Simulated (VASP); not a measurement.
Set up this calculation in VASP 6.6.1, as the native input.

```
Task                   : relaxation of cell and atoms
Functional             : PBE
Dispersion             : D3(BJ)
Potentials or basis    : VASP PAW PBE potentials, release 64 (Se)
Cutoff                 : 520 eV
k mesh                 : 15 × 15 × 15
Occupations            : gaussian, width 0.02 eV
Spin                   : no spin polarisation
Target pressure        : 125 GPa
Further INCAR settings : ALGO = Normal; EDIFF = 1e-07; IBRION = 2; EDIFFG = -0.002; NSW = 80; ISIF = 3
Target pressure        : 125 GPa
```

The structure of Se lies in POSCAR:

```
Se                                      
1.0
    2.0243492306      1.1687586317      0.8277118073
   -2.0243492306      1.1687586317      0.8277118073
    0.0000000000     -2.3375172634      0.8277118073
  Se            
     1
Direct
     0.0000000000000000    0.0000000000000000    0.0000000000000000
```

This isn't the form of Se at room conditions, which is trigonal, of chains.

The input as run:

INCAR

```
SYSTEM = Se
PREC     = Accurate       ! precision mode
ENCUT    = 520            ! plane-wave cutoff, eV
EDIFF    = 1E-7           ! SCF threshold, eV
ISMEAR   = 0              ! smearing method
SIGMA    = 0.02           ! smearing width, eV
LREAL    = .FALSE.        ! projectors in reciprocal space
LASPH    = .TRUE.         ! aspherical terms in the spheres
NELM     = 80             ! most SCF steps
ALGO     = Normal         ! electronic algorithm
ISIF     = 3              ! what is computed and relaxed
LWAVE    = .FALSE.        ! write WAVECAR
LCHARG   = .FALSE.        ! write CHGCAR
GGA      = PE             ! functional
IVDW     = 12             ! dispersion correction
IBRION   = 2              ! ionic algorithm
NSW      = 80             ! ionic steps
EDIFFG   = -0.002         ! ionic threshold
PSTRESS  = 1250.0
```

KPOINTS

```
regular mesh
0
G
  15 15 15
  0 0 0
```

Potentials or basis: VASP PAW PBE potentials, release 64 (Se).

Launch:

```sh
$ cat potpaw_PBE.64/Se/POTCAR > POTCAR
$ mpirun -np 1 vasp_std > vasp.out
```

It gave:

| Property | Result |
| --- | --- |
| Pressure after relaxing | 125.0 GPa |
| Band gap on the k mesh | none (metal or under the smearing width) |
| Dispersion energy per atom | -0.748 eV |

Caveat: the relaxation stopped at its first step, so nothing moved; the cell is relaxed towards a set pressure, so the enthalpy falls and the energy may rise; pairwise dispersion overbinds metals, which lowers pressure and volume.

It took 7.9 s on 1 thread of Intel(R) Xeon(R) 6975P-C (Granite Rapids), with other jobs on the host, peak memory 0.15 GiB.
